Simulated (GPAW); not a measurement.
**RbCl (Fm-3m): G0W0 on several meshes in GPAW**

How does the mesh move the gap of RbCl (Fm-3m)?

Calculated with GPAW 26.7.0; PBE and many-body steps on it, plane waves.

Report form: the programs' logs are mostly left out.

The database entry behind the starting cell differs from later determinations by our own check (about 0.5 % short), so it need not match the best structure at ambient conditions.

### Step 1. The structure

It takes space group Fm-3m (No. 225, cubic). The conventional cell has a = 6.548 Å, b = 6.548 Å, c = 6.548 Å, α = 90.00°, β = 90.00°, γ = 90.00°. Nearest to Rb lie 6 Cl at 3.27 Å. Nearest to Cl lie 6 Rb at 3.27 Å. Farther neighbours and most contacts between anions are not listed.

Structure file:

```cif
data_structure
_symmetry_space_group_name_H-M 'Fm-3m'
_symmetry_Int_Tables_number 225
_cell_length_a 6.5480
_cell_length_b 6.5480
_cell_length_c 6.5480
_cell_angle_alpha 90.000
_cell_angle_beta 90.000
_cell_angle_gamma 90.000
_cell_volume 280.75
loop_
_atom_site_label
_atom_site_type_symbol
_atom_site_symmetry_multiplicity
_atom_site_Wyckoff_symbol
_atom_site_fract_x
_atom_site_fract_y
_atom_site_fract_z
_atom_site_occupancy
Rb1 Rb 4 a 0.00000 0.00000 0.00000 1
Cl1 Cl 4 b 0.50000 0.00000 0.00000 1
```

The cell and positions come from the Crystallography Open Database and are kept as given unless a step says otherwise.

### Step 2. Empty states on the mesh, 4×4×4 mesh, 460 bands

This step: GPAW 26.7.0; DFT, PBE, plane waves, PAW.

The sums over transitions need many empty states on a uniform mesh; this step solves for them.

File run.py:

```python
import json
import numpy as np
from gpaw.mpi import world
from gpaw import GPAW

calc = GPAW('gs.gpw').fixed_density(kpts={'size': (4, 4, 4), 'gamma': True},
    parallel={'domain': 1, 'band': 1},
    txt='nscf.txt')
calc.diagonalize_full_hamiltonian(nbands=460)
calc.write('full.gpw', mode='all')
res = {}
kpts = calc.get_ibz_k_points()
res['kpts'] = kpts
res['eigenvalues'] = [calc.get_eigenvalues(kpt=k) for k in range(len(kpts))]
res['n_electrons'] = calc.get_number_of_electrons()

if world.rank == 0:
    with open('result.json', 'w') as f:
        json.dump(res, f, default=lambda x: x.tolist())
```

On the command line:

```sh
$ mpirun -n 4 gpaw python run.py
```

Run time: 11 s. Hardware: 4 MPI ranks of Arm Neoverse V2, shared host; peak memory 1.4 GiB; 43 s of CPU time.

This step gave:

| Quantity | Value |
| --- | --- |
| gap | 5.051 eV |
| k of the valence top | 0, 0, 0 |
| k of the conduction bottom | 0, 0, 0 |
| least direct gap | 5.051 eV |
| k points computed | 8 |
| lowest point of the top converged band, above the valence top | 195.0137 eV |

On this mesh the gap is 5.051 eV.

### Step 3. 4×4×4

G0W0 replaces the xc potential by the self-energy, built once from these orbitals. Only a window of levels is corrected, while the sums run over the empty bands that the input names.

This step: G0W0 on PBE, plane waves, PAW.

File run.py:

```python
import json
import numpy as np
from gpaw.mpi import world
from gpaw.response.g0w0 import G0W0

gw = G0W0('full.gpw',
    filename='gw',
    kpts=[0],
    bands=(6, 10),
    ecut=60,
    nbands=74,
    integrate_gamma='WS',
    ppa=True)
gw.calculate()
res = {mode: {k: v for k, v in r.items() if k != 'sigma_eskwn'}
       for mode, r in gw.all_results.items()}

if world.rank == 0:
    with open('result.json', 'w') as f:
        json.dump(res, f, default=lambda x: x.tolist())
```

On the command line:

```sh
$ mpirun -n 4 gpaw python run.py
```

The job ended after 12 s (4 MPI ranks; peak memory 1.1 GiB).

Numbers from this step:

```yaml
g0w0_gap_on_the_points_computed: 7.439 eV
least_direct_g0w0_gap_on_the_computed_points: 7.439 eV
z_at_the_valence_top: 0.8039
z_at_the_conduction_bottom: 0.8828
starting_gap_on_the_mesh: 5.051 eV
k_of_the_valence_top: 0, 0, 0
k_of_the_conduction_bottom: 0, 0, 0
```

The gap on the mesh goes from 5.05 eV to 7.44 eV, a correction of +2.39 eV.

### Step 4. Empty states on the mesh, 6×6×6 mesh, 84 bands

This step: DFT, PBE, plane waves, PAW.

File run.py:

```python
import json
import numpy as np
from gpaw.mpi import world
from gpaw import GPAW

calc = GPAW('gs.gpw').fixed_density(kpts={'size': (6, 6, 6), 'gamma': True},
    nbands=98,
    convergence={'bands': 84},
    txt='nscf.txt')
calc.write('full.gpw', mode='all')
res = {}
kpts = calc.get_ibz_k_points()
res['kpts'] = kpts
res['eigenvalues'] = [calc.get_eigenvalues(kpt=k) for k in range(len(kpts))]
res['n_electrons'] = calc.get_number_of_electrons()

if world.rank == 0:
    with open('result.json', 'w') as f:
        json.dump(res, f, default=lambda x: x.tolist())
```

On the command line:

```sh
$ mpirun -n 4 gpaw python run.py
```

The job ended after 15 s (4 MPI ranks; peak memory 0.7 GiB; 59 s of CPU time).

This step gave:

- gap: 5.051 eV
- k of the valence top: 0, 0, 0
- k of the conduction bottom: 0, 0, 0
- least direct gap: 5.051 eV
- k points computed: 16
- lowest point of the top converged band, above the valence top: 57.3401 eV

On this mesh the gap is 5.051 eV.

### Step 5. 6×6×6

This step: G0W0 on PBE, plane waves, PAW.

File run.py:

```python
import json
import numpy as np
from gpaw.mpi import world
from gpaw.response.g0w0 import G0W0

gw = G0W0('full.gpw',
    filename='gw',
    kpts=[0],
    bands=(6, 10),
    ecut=60,
    nbands=74,
    integrate_gamma='WS',
    ppa=True)
gw.calculate()
res = {mode: {k: v for k, v in r.items() if k != 'sigma_eskwn'}
       for mode, r in gw.all_results.items()}

if world.rank == 0:
    with open('result.json', 'w') as f:
        json.dump(res, f, default=lambda x: x.tolist())
```

On the command line:

```sh
$ mpirun -n 4 gpaw python run.py
```

Wall time 50 s (4 MPI ranks); peak memory 0.99 GiB; 3.3 min of CPU time.

This step gave:

```
G0W0 gap on the points computed              : 7.435 eV
least direct G0W0 gap on the computed points : 7.435 eV
Z at the valence top                         : 0.8019
Z at the conduction bottom                   : 0.8829
starting gap on the mesh                     : 5.051 eV
k of the valence top                         : 0, 0, 0
k of the conduction bottom                   : 0, 0, 0
```

Against G0W0 in GPAW (4×4×4 mesh, 74 bands, screening to 60 eV, Godby-Needs plasmon pole), the gap moves by −0.004 eV.

### Step 6. Side by side

Times are wall times on 4 MPI ranks of Arm Neoverse V2, shared host, good to a factor of about two.

```tsv
run	mesh	bands	screening cutoff (eV)	DFT gap (eV)	gap on the mesh (eV)	direct (eV)	time
4×4×4	4×4×4	74	60	5.051	7.439	7.439	12 s
6×6×6	6×6×6	74	60	5.051	7.435	7.435	50 s
```

### Step 7. Summary of results

| Item | Value |
| --- | --- |
| 4×4×4 | 7.439 eV |
| 6×6×6 | 7.435 eV |
| known limits | not at the basis limit; no spin-orbit coupling |

In words: 6×6×6: −0.004 eV against 4×4×4. Bands and cutoff are finite, so the gap is not at the basis limit. The miss can reach some tenths of an eV and take either sign; the mesh is an error of its own. These stock PAW sets were not made for GW. In the G0W0 runs levels were corrected at 1 k point alone, so a gap called «on the mesh» is the least over those, and an edge elsewhere would be missed. The many-body steps are scalar-relativistic: spin-orbit coupling is not in them.

[Paths, hosts, dates, memory and timing lines, banners, echoed tables and standing remarks are left out of the program output.]

[Logs are printed without paths, hosts, clocks, repeated set-up lines and the standing remarks that a program may print on its own settings, such as how far it seeks lower states.]

[Runs of the session that timed out or met a known fault of the program may be left out.]

[Hosts, paths, dates, database ids (printed as entryN), source tags and the programs' standing remarks are cut or masked in the printed files.]
